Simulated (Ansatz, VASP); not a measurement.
**Pb in VASP and in Ansatz**

```
Pb
1.0
     3.48000    0.00000    0.00000
    -1.74000    3.01377    0.00000
     0.00000    0.00000    5.59000
Pb
2
Cartesian
  0.0000 2.0092 1.3975
  1.7400 1.0046 4.1925
```

This isn't the form of Pb at room conditions, which is fcc.

Alike in both runs: task single point; functional PBE; k mesh 12 × 12 × 7; occupations fermi-dirac, width 0.05 eV; no spin polarisation.

|  | VASP | Ansatz |
| --- | --- | --- |
| version | VASP 6.6.1 | Ansatz 0.2.0 |
| potentials or method | VASP PAW PBE potentials, release 64 (Pb_d), cutoff 520 eV | all-electron LAPW, scalar-relativistic |

VASP gave:

| Property | Result |
| --- | --- |
| pressure (GPa) | 3.9 |
| largest component of the traceless stress (GPa) | 0.15 |

Problem. Estimate Ansatz's values.

Solution. Pressure (GPa): 4.0; largest component of the traceless stress (GPa): 0.12.

Ansatz ran all-electron here, so the differences hold the error of VASP's frozen core and of both bases.

Spin-orbit coupling is left out, which matters for the levels of Pb.
